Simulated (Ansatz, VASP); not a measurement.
## CdS: VASP beside Ansatz

File INCAR:

```
  ALGO = Normal
  EDIFF = 1E-8
  ENCUT = 520
  GGA = PE
  ISIF = 2
  ISMEAR = -1
  LASPH = True
  LCHARG = False
  LEFG = True
  LREAL = False
  LWAVE = False
  NBANDS = 26
  NELM = 100
  PREC = Accurate
  SIGMA = 0.01
```

The input KPOINTS:

```
k-points
0
Gamma
  7 7 4
```

File POSCAR:

```
CdS
1.0
    4.1621827776      0.0000000000      0.0000000000
   -2.0810913888      3.6045560206      0.0000000000
    0.0000000000      0.0000000000      6.7936966668
Cd S
2 2
Direct
    0.3333333333      0.6666666667      0.0000000000
    0.6666666667      0.3333333333      0.5000000000
    0.3333333333      0.6666666667      0.3850000000
    0.6666666667      0.3333333333      0.8850000000
```

Input for Ansatz:

```yaml
crystal:
  lattice:
    - [4.1621827776, 0.0, 0.0]
    - [-2.0810913888, 3.6045560206, 0.0]
    - [0.0, 0.0, 6.7936966668]
  atoms:
    - { symbol: Cd, position: [0.3333333333, 0.6666666667, 0.0] }
    - { symbol: Cd, position: [0.6666666667, 0.3333333333, 0.5] }
    - { symbol: S, position: [0.3333333333, 0.6666666667, 0.385] }
    - { symbol: S, position: [0.6666666667, 0.3333333333, 0.885] }
kpoints:
  mp_grid: { grid: [7, 7, 4] }
scf:
  occupations: { method: fermi_dirac, width: 0.01 }
hamiltonian:
  xc: pbe
  pseudopotentials: { kind: paw }
output:
  forces: true
  stress: true
  eigenvalues: true
  efg: { contact_densities: true }
```

Change from the starting cell: volume scaled by 1.02, PAW files.

Alike in both runs: task electric field gradients; functional PBE; k mesh 7 × 7 × 4; occupations fermi-dirac, width 0.01 eV; no spin polarisation.

```csv
,VASP,Ansatz
version,VASP 6.6.1,Ansatz 0.2.0
potentials or method,"VASP PAW PBE potentials, release 64 (Cd, S)","PAW with Ansatz's default frozen-core files, scalar-relativistic"
plane-wave cutoff (eV),520,420
valence electrons in the cell,36,52
```

```tsv
	VASP	Ansatz	Ansatz less VASP
gap on the k mesh at the Fermi level (eV)	1.18	1.18	-0.002
pressure (GPa)	1.6	1.3	-0.33
largest component of the traceless stress (GPa)	1.37	1.32	-0.051
rms of the force components (eV/Å)	0.144	0.139	-0.0045
Vzz of the field gradient on the site that differs most (V/Å²)	34.4	31.6	-2.79
```

Atom by atom the forces differ by 0.004 eV/Å (rms over components). The two sets of potentials don't hold the same shells in valence. Ansatz warned: «gradients_without_spin_orbit».
